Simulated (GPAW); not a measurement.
The system is Ti.

```
Ti
1.0
     2.95000    0.00000    0.00000
    -1.47500    2.55477    0.00000
     0.00000    0.00000    4.68000
Ti
2
Direct
  0.66667 0.33333 0.75000
  0.33333 0.66667 0.25000
```

* Program: GPAW 26.7.0
* Task: relaxation of cell and atoms
* Functional: RPBE
* Dispersion: D3
* Potentials or basis: the program's PAW data sets (release 1.2.1) made for this functional
* Cutoff: 600 eV
* Basis: pw
* k mesh: 7 × 7 × 4
* Occupations: fermi-dirac, width 0.05 eV
* Spin: no spin polarisation

At the start: pressure -5.5 GPa; volume 17.64 Å³/atom.

Problem. How do energy, volume and symmetry change on relaxing?

Solution. Over 7 steps the energy falls by 11.2 meV/atom and the volume is 16.72 Å³/atom (-5.2 %); space group P6_3/mmc (No. 194, to 0.05 Å).

Step by step:
| step | energy change (eV) | largest force (eV/Å) | pressure (GPa) | volume (Å³) |
| --- | --- | --- | --- | --- |
| 1 | 0.0000 | 0.0000 | -5.50 | 35.27 |
| 2 | -0.0110 | 0.0001 | -4.27 | 34.82 |
| 3 | -0.0216 | 0.0005 | 0.23 | 33.36 |
| 4 | -0.0220 | 0.0003 | 0.01 | 33.43 |
| 5 | -0.0221 | 0.0004 | -0.04 | 33.44 |
| 6 | -0.0224 | 0.0002 | -0.11 | 33.46 |
| 7 | -0.0223 | 0.0001 | -0.05 | 33.44 |

Final structure:
```yaml
crystal:
  lattice:
    - [2.89170, 0.00000, 0.00000]
    - [-1.44585, 2.50429, 0.00000]
    - [0.00000, 0.00000, 4.61791]
  atoms:
    - { symbol: Ti, position: [0.66667, 0.33333, 0.75000] }
    - { symbol: Ti, position: [0.33333, 0.66667, 0.25000] }
```

Caveat: later steps reuse the first step's grids; pairwise dispersion overbinds metals, which lowers pressure and volume.
